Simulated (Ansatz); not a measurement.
The system is AgCl (Chlorargyrite).

```
Ag Cl
1.0
     0.00000    2.73500    2.73500
     2.73500    0.00000    2.73500
     2.73500    2.73500    0.00000
Ag Cl
1 1
Direct
  0.00000 0.00000 0.00000
  0.50000 0.50000 0.50000
```

Base run:

```yaml
Program: Ansatz 0.2.0
Functional: PBEsol
Potentials_or_basis: all-electron LAPW, scalar-relativistic
Cutoff: 217 eV (chosen from the basis error)
Basis_error_allowed: 0.001 eV/atom
k_mesh: 8 × 8 × 8
Occupations: fermi-dirac, width 0.05 eV
Spin: no spin polarisation
```

Its results: band gap on the k mesh 0.73 eV, indirect (least direct gap 3.18 eV); pressure -0.7 GPa.

Question: The run is repeated on the same cell with these changes: potentials or basis from all-electron LAPW, scalar-relativistic to all-electron LAPW, non-relativistic. What comes out?

Answer: Band gap on the k mesh 1.49 eV, indirect (least direct gap 3.75 eV); pressure 1.5 GPa.

Caveats: relativity is left out, which matters for the heavier elements (some runs).
